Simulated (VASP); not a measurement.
# C in VASP: settings compared, part 2 of 2

VASP 6.6.1. Earlier steps stand in the parts before.

## 3. Band structure, r2SCAN

INCAR

```
SYSTEM = C
PREC = Accurate
ENCUT = 520
EDIFF = 1E-6
ISMEAR = 0
SIGMA = 0.03
LREAL = .FALSE.
LASPH = .TRUE.
NELM = 120
ALGO = All
ISIF = 2
LWAVE = .FALSE.
LCHARG = .FALSE.
LDIPOL = .TRUE.
IDIPOL = 3
DIPOL = 0.5 0.5 0.500
METAGGA = R2SCAN
LMIXTAU = .TRUE.
NBANDS = 21
LVHAR = .TRUE.
LVACPOTAV = .TRUE.
AMIN = 0.01
KPAR = 4
```

KPOINTS

```
Automatic mesh
0
G
  15 15 1
  0 0 0
```

POSCAR

```
C                                       
1.0
    2.4655616505      0.0000000000      0.0000000000
   -1.2327808253      2.1352390266      0.0000000000
    0.0000000000      0.0000000000     24.8239500000
  C             
     6
Direct
     0.0000000000000000    0.0000000000000000    0.3632473155075786
     0.6666666699999979    0.3333333300000021    0.3632293250868486
     0.0000000000000000    0.0000000000000000    0.4999989644853144
     0.3333333300000021    0.6666666699999979    0.5000012384001167
     0.0000000000000000    0.0000000000000000    0.6367521705954857
     0.6666666699999979    0.3333333300000021    0.6367709859246631
```

KPOINTS_OPT

```
explicit points
67
Reciprocal
 0.0000000000  0.0000000000  0.0000000000 1
 0.0357142900  0.0000000000  0.0000000000 1
 0.0714285700  0.0000000000  0.0000000000 1
 0.1071428600  0.0000000000  0.0000000000 1
 0.1428571400  0.0000000000  0.0000000000 1
 0.1785714300  0.0000000000  0.0000000000 1
 0.2142857100  0.0000000000  0.0000000000 1
 0.2500000000  0.0000000000  0.0000000000 1
 0.2857142900  0.0000000000  0.0000000000 1
 0.3214285700  0.0000000000  0.0000000000 1
 0.3571428600  0.0000000000  0.0000000000 1
 0.3928571400  0.0000000000  0.0000000000 1
 0.4285714300  0.0000000000  0.0000000000 1
 0.4642857100  0.0000000000  0.0000000000 1
 0.5000000000  0.0000000000  0.0000000000 1
 0.4791666700  0.0416666700  0.0000000000 1
 0.4583333300  0.0833333300  0.0000000000 1
 0.4375000000  0.1250000000  0.0000000000 1
 0.4166666700  0.1666666700  0.0000000000 1
 0.3958333300  0.2083333300  0.0000000000 1
 0.3750000000  0.2500000000  0.0000000000 1
 0.3541666700  0.2916666700  0.0000000000 1
 0.3333333300  0.3333333300  0.0000000000 1
 0.3137254900  0.3137254900  0.0000000000 1
 0.2941176500  0.2941176500  0.0000000000 1
 0.2745098000  0.2745098000  0.0000000000 1
 0.2549019600  0.2549019600  0.0000000000 1
 0.2352941200  0.2352941200  0.0000000000 1
 0.2156862700  0.2156862700  0.0000000000 1
 0.1960784300  0.1960784300  0.0000000000 1
 0.1764705900  0.1764705900  0.0000000000 1
 0.1568627500  0.1568627500  0.0000000000 1
 0.1372549000  0.1372549000  0.0000000000 1
 0.1176470600  0.1176470600  0.0000000000 1
 0.0980392200  0.0980392200  0.0000000000 1
 0.0784313700  0.0784313700  0.0000000000 1
 0.0588235300  0.0588235300  0.0000000000 1
 0.0392156900  0.0392156900  0.0000000000 1
 0.0196078400  0.0196078400  0.0000000000 1
 0.0000000000  0.0000000000  0.0000000000 1
 0.0000000000  0.0000000000  0.0000000000 1
 0.0047173500 -0.0023586800  0.0000000000 1
-0.0047173500  0.0023586800  0.0000000000 1
 0.0137589400 -0.0068794700  0.0000000000 1
-0.0137589400  0.0068794700  0.0000000000 1
-0.0000000000  0.0040853500  0.0000000000 1
 0.0000000000 -0.0040853500  0.0000000000 1
-0.0000000000  0.0119156000  0.0000000000 1
 0.0000000000 -0.0119156000  0.0000000000 1
 0.5000000000  0.0000000000  0.0000000000 1
 0.5047173500 -0.0023586800  0.0000000000 1
 0.4952826500  0.0023586800  0.0000000000 1
 0.5137589400 -0.0068794700  0.0000000000 1
 0.4862410600  0.0068794700  0.0000000000 1
 0.5000000000  0.0040853500  0.0000000000 1
 0.5000000000 -0.0040853500  0.0000000000 1
 0.5000000000  0.0119156000  0.0000000000 1
 0.5000000000 -0.0119156000  0.0000000000 1
 0.3333333300  0.3333333300  0.0000000000 1
 0.3380506800  0.3309746500  0.0000000000 1
 0.3286159800  0.3356920100  0.0000000000 1
 0.3470922700  0.3264538600  0.0000000000 1
 0.3195743900  0.3402128000  0.0000000000 1
 0.3333333300  0.3374186800  0.0000000000 1
 0.3333333300  0.3292479800  0.0000000000 1
 0.3333333300  0.3452489300  0.0000000000 1
 0.3333333300  0.3214177300  0.0000000000 1
```

Potentials or basis: VASP PAW PBE potentials, release 64 (C).

The run is started by

```console
cat potpaw_PBE.64/C/POTCAR > POTCAR
mpirun -np 4 vasp_std > vasp.out
```

OUTCAR:

```text
SYSTEM = C
   PREC = Accurate
   ENCUT = 520
   EDIFF = 1E-6
   ISMEAR = 0
   LREAL = .FALSE.
   LASPH = .TRUE.
   NELM = 120
   ISIF = 2
   METAGGA = R2SCAN

 ion  position               nearest neighbor table
   1  0.000  0.000  0.363-   2 1.42   2 1.42   2 1.42
   2  0.667  0.333  0.363-   1 1.42   1 1.42   1 1.42
   3  0.000  0.000  0.500-   4 1.42   4 1.42   4 1.42
   4  0.333  0.667  0.500-   3 1.42   3 1.42   3 1.42
   5  0.000  0.000  0.637-   6 1.42   6 1.42   6 1.42
   6  0.667  0.333  0.637-   5 1.42   5 1.42   5 1.42

  LATTYP: Found a hexagonal cell.
 ALAT       =     2.4655616505
 C/A-ratio  =    10.0682738941

  Lattice vectors:

 A1 = (   2.4655616505,   0.0000000000,   0.0000000000)
 A2 = (  -1.2327808253,   2.1352390266,   0.0000000000)
 A3 = (   0.0000000000,   0.0000000000,  24.8239500000)

Analysis of symmetry for initial positions (statically):
=====================================================================
 Subroutine PRICEL returns:
[... 190 lines left out ...]

 k-point     1 :       0.0000    0.0000    0.0000
  band No.  band energies     occupation
      1     -21.5333      2.00000
      2     -21.4483      2.00000
      3     -21.3399      2.00000
      4      -9.3755      2.00000
      5      -8.7529      2.00000
      6      -8.0371      2.00000
[... 565 lines left out ...]
     20      11.2147      0.00000
     21      11.4603      0.00000

 [... further k-points ...]

------------------------ aborting loop because EDIFF is reached ----------------------------------------

 vacuum level on the upper side and lower side of the slab       (xc-potential included)        -0.030        -0.030

  FORCE on cell =-STRESS in cart. coord.  units (eV):
  Direction    XX          YY          ZZ          XY          YZ          ZX
  --------------------------------------------------------------------------------------
  -------------------------------------------------------------------------------------
  Total       -1.3181906     -1.3181906      0.1976762      0.0000000     -0.0000000      0.0000000
  in kB      -16.1605275    -16.1605276      2.4234363      0.0000000     -0.0000000      0.0000000
  external PRESSURE =      -9.9658729 kB  Pullay stress =       0.0000000 kB

 VOLUME and BASIS-vectors are now :
 -----------------------------------------------------------------------------
  energy-cutoff  :      520.00
  volume of cell :      130.69
      direct lattice vectors                 reciprocal lattice vectors
     2.465561651  0.000000000  0.000000000     0.405587100  0.234165821  0.000000000
    -1.232780825  2.135239027  0.000000000     0.000000000  0.468331642  0.000000000
     0.000000000  0.000000000 24.823950000     0.000000000  0.000000000  0.040283678

 POSITION                                       TOTAL-FORCE (eV/Angst)
 -----------------------------------------------------------------------------------
      0.00000      0.00000      9.01723        -0.000000      0.000000     -0.022180
      1.23278      0.71175      9.01679        -0.000000     -0.000000     -0.015427
      0.00000      0.00000     12.41195        -0.000000      0.000000     -0.000000
     -0.00000      1.42349     12.41201         0.000000     -0.000000     -0.000000
      0.00000      0.00000     15.80670        -0.000000      0.000000      0.022180
      1.23278      0.71175     15.80717         0.000000     -0.000000      0.015427
 -----------------------------------------------------------------------------------
    total drift:                               -0.000002      0.000001     -0.000030

  FREE ENERGIE OF THE ION-ELECTRON SYSTEM (eV)
  ---------------------------------------------------
  free  energy   TOTEN  =       -59.5830898771 eV

  energy  without entropy=      -59.5825128206  energy(sigma->0) =      -59.58280135

 vacuum level on the upper side and lower side of the slab         3.639         3.639
```

stdout:

```text
POSCAR found type information on POSCAR C
 POSCAR found :  1 types and       6 ions
 scaLAPACK will be used
 -----------------------------------------------------------------------------
|                                                                             |
|                                                                             |
|     You enforced a specific xc type in the INCAR file but a different       |
[... 38 lines left out ...]
 gam= 0.510 trial= 0.439  step=  0.3887 mean=  0.4393
 gam= 0.292 g(H,U,f)=  0.801E-06 0.441E-07 0.330E-06 ort(H,U,f) = 0.418E-06-0.501E-07-0.499E-06
 gam= 0.292 trial= 0.434  step=  0.5257 mean=  0.4343
 final diagonalization occupied
 Start KPOINTS_OPT (optional k-point list driver)
k-point batch [1-27\67]
k-point batch [28-54\67]
k-point batch [55-67\67]
```

It took 2.2 min on 4 MPI ranks of Intel Xeon 6975P-C (Granite Rapids), shared host; peak memory 0.35 GiB.

What came out:

* Free energy: -59.5831 eV
* Largest force: 0.022 eV/Å
* Band gap along the path: none (metal or under the smearing width)
* Work function of the upper face: 4.34 eV
* Work function of the lower face: 4.34 eV

Forces on the atoms (eV/Å):
```
C    0.000  0.000 -0.022
C    0.000  0.000 -0.015
C    0.000  0.000  0.000
C    0.000  0.000  0.000
C    0.000  0.000  0.022
C    0.000  0.000  0.015
```

Caveat: the PAW data sets were made with another functional, which shifts forces and pressure a little.
